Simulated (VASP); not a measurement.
## HfC: band structure with PBEsol0

HfC:

```
CELL_PARAMETERS angstrom
0.00000 2.32500 2.32500
2.32500 0.00000 2.32500
2.32500 2.32500 0.00000
ATOMIC_POSITIONS crystal
Hf 0.50000 0.50000 0.50000
C 0.00000 0.00000 0.00000
```

```yaml
Program: VASP 6.6.1
Task: band structure
Functional: PBEsol0
Potentials_or_basis: VASP PAW PBE potentials, release 64 (Hf_pv, C)
Cutoff: 520 eV
k_mesh: 5 × 5 × 5
Occupations: fermi-dirac, width 0.05 eV
Spin: no spin polarisation
Grid_for_exact_exchange_PRECFOCK: Fast
Exchange_at_q_=_0: truncated
Further_INCAR_settings: ALGO = Normal; EDIFF = 1e-07
```

The pressure is -8.5 GPa. The band gap along the path is none (metal or under the smearing width).

Levels at the corners of the path, in eV from the Fermi level:
| point | band 3 | band 4 | band 5 | band 6 | band 7 | band 8 | band 9 | band 10 | band 11 |
| --- | --- | --- | --- | --- | --- | --- | --- | --- | --- |
| Γ | -31.75 | -13.95 | 1.71 | 1.73 | 1.76 | 2.63 | 2.64 | 2.64 | 4.61 |
| X | -32.01 | -11.87 | -3.21 | -1.62 | -0.19 | 0.15 | 6.73 | 8.51 | 8.52 |
| X | -32.01 | -11.87 | -3.21 | -1.62 | -0.19 | 0.15 | 6.73 | 8.51 | 8.52 |
| W | -32.02 | -11.03 | -3.47 | -3.22 | -3.21 | 5.20 | 5.20 | 8.54 | 8.66 |
| W | -32.02 | -11.03 | -3.47 | -3.22 | -3.21 | 5.20 | 5.20 | 8.53 | 8.66 |
| K | -31.95 | -11.14 | -4.06 | -3.34 | -1.98 | 2.82 | 7.48 | 7.97 | 9.98 |
| K | -31.95 | -11.14 | -4.06 | -3.34 | -1.98 | 2.82 | 7.48 | 7.97 | 9.96 |
| Γ | -31.75 | -13.95 | 1.71 | 1.73 | 1.76 | 2.63 | 2.64 | 2.64 | 4.61 |
| Γ | -31.75 | -13.95 | 1.71 | 1.73 | 1.76 | 2.63 | 2.64 | 2.64 | 4.61 |
| L | -31.82 | -9.81 | -7.05 | -3.50 | -3.48 | 7.04 | 7.04 | 7.61 | 7.97 |
| L | -31.82 | -9.81 | -7.05 | -3.50 | -3.48 | 7.04 | 7.04 | 7.61 | 7.97 |
| U | -31.95 | -11.14 | -4.06 | -3.34 | -1.98 | 2.82 | 7.48 | 7.97 | 9.96 |
| U | -31.95 | -11.14 | -4.06 | -3.34 | -1.98 | 2.82 | 7.48 | 7.97 | 9.97 |
| W | -32.02 | -11.03 | -3.47 | -3.22 | -3.21 | 5.20 | 5.20 | 8.54 | 8.66 |
| W | -32.02 | -11.03 | -3.47 | -3.22 | -3.21 | 5.20 | 5.20 | 8.54 | 8.66 |
| L | -31.82 | -9.81 | -7.05 | -3.50 | -3.48 | 7.04 | 7.04 | 7.61 | 7.97 |
| L | -31.82 | -9.81 | -7.05 | -3.50 | -3.48 | 7.04 | 7.04 | 7.61 | 7.97 |
| K | -31.95 | -11.14 | -4.06 | -3.34 | -1.98 | 2.82 | 7.48 | 7.97 | 9.95 |
| U | -31.95 | -11.14 | -4.06 | -3.34 | -1.98 | 2.82 | 7.48 | 7.97 | 9.95 |
| X | -32.01 | -11.87 | -3.21 | -1.62 | -0.19 | 0.15 | 6.73 | 8.51 | 8.52 |

Wall time 17 min on 1 thread of Intel(R) Xeon(R) Platinum 8488C (Sapphire Rapids) (shared host), peak memory 0.18 GiB.

Caveat: the k mesh is coarse (spacing up to 0.47 Å⁻¹), so the values aren't converged, least of all with exact exchange; the PAW data sets were made with another functional, which shifts forces and pressure a little; spin-orbit coupling is left out, which moves the levels of the heavy elements.
